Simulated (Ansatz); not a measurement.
The elements of this relaxed trial crystal are hidden behind letters.

```
lattice vectors (Å)
   3.7946    0.0000    0.0000
   0.0000    3.7946    0.0000
   0.0000    0.0000    8.1466
fractional positions
X 0.1586 0.5000 0.2500
X 0.5000 0.8414 0.5000
X 0.5000 0.1586 0.0000
X 0.8414 0.5000 0.7500
Z 0.0000 0.5658 0.5000
Z 0.4342 0.0000 0.2500
Z 0.5658 0.0000 0.7500
Z 0.0000 0.4342 0.0000
```

The calculation used Ansatz 0.2.0, DFT PBE, scalar-relativistic, plane waves, PAW. Settings of the last relaxation (8-atom cell): 420 eV, 8×8×4 k points, Gaussian smearing of 0.02 eV, no spin polarisation.

| Item | Value |
| --- | --- |
| Space group | P4_322 (No. 95) |
| Conventional cell | a = 3.795 Å, c = 8.147 Å |
| Volume per atom | 14.66 Å³ |
| Density | 2.33 g/cm³ |
| Formation energy | −0.627 eV/atom |
| Gap on the 8×8×4 mesh of the 8-atom cell | 1.97 eV |

Energies are uncorrected and count from the elements' standard states at the same level.

**Question.** X is an s-block element of period 2 and Z is a p-block element of period 3. Which elements are they?

**Answer.** X = Be, Z = S, so the formula is BeS. Density times volume gives a mean mass of 2.33 × 14.66/1.6605 = 20.6 u per atom, and this set has 20.5 u. Among the elements that the hints allow, noble gases aside, only these give it. Be has 4 S at 2.14–2.17 Å; S is surrounded by 4 Be at 2.14–2.17 Å.

Kohn–Sham gaps at this level usually fall short of measured ones. Symmetry constrained the relaxation, so the result can be a saddle point. Another cell of BeS relaxed alike, in Pnma, lies 0.35 eV/atom lower, so this cell isn't the stable form at this level.
